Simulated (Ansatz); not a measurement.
## AlN under changes of volume

One of the cells (10.417 Å³/atom); the others are scaled copies at fixed shape and fractional positions:

```
Al N
1.0
     0.00000    2.18399    2.18399
     2.18399    0.00000    2.18399
     2.18399    2.18399    0.00000
Al N
1 1
Direct
  0.00000 0.00000 0.00000
  0.25000 0.25000 0.25000
```

Measurements of this composition are mostly on another form, of space group No. 186.

| Quantity | Value |
| --- | --- |
| Program | Ansatz 0.2.0 |
| Functional | CAM-B3LYP |
| Potentials or basis | Ansatz PAW |
| Cutoff | 420 eV (not typed: the program's choice for these potentials) |
| k mesh | 5 × 5 × 5 |
| Occupations | fermi-dirac, width 0.05 eV |
| Spin | no spin polarisation |

```csv
volume (Å³/atom),energy over the lowest point (meV/atom),pressure (GPa),gap on the mesh (eV)
9.792,21.81,13.3,8.65
10.001,8.14,7.9,8.60
10.209,1.13,3.0,8.56
10.417,0.00,-1.4,8.52
10.626,?,?,?
10.834,14.16,-9.1,8.43
11.042,28.01,-12.4,8.35
```

Q: What does the run at 10.626 Å³/atom give?

A: Energy over the lowest point 4.63 meV/atom; pressure -5.4 GPa; gap on the mesh 8.48 eV.

Worked out: A Birch-Murnaghan fit of order 3 (a polynomial in V^(-2/3)) to the other rows has its minimum at 10.35 Å³/atom with B0 = V·E''(V) = 216 GPa and B' = 3.8. It gives 4.61 meV/atom at 10.626 Å³/atom, against the run's 4.63, and -dE/dV = -5.4 GPa, against -5.4. A parabola through the other rows of the gap, of slope -2.63 eV per unit of ln V there, gives 8.47 eV, against the run's 8.48.

Energies are extrapolated to zero smearing.

Caveats: all runs use coarse meshes; odd divisions of the mesh miss points on the zone boundary, where band edges often lie, so the gap on the mesh can be too wide; the PAW data sets come from PBE, with cores solved anew for the run's functional, which leaves a small shift of forces and pressure; the thresholds are loose for stress.

A mesh can miss the band edges.
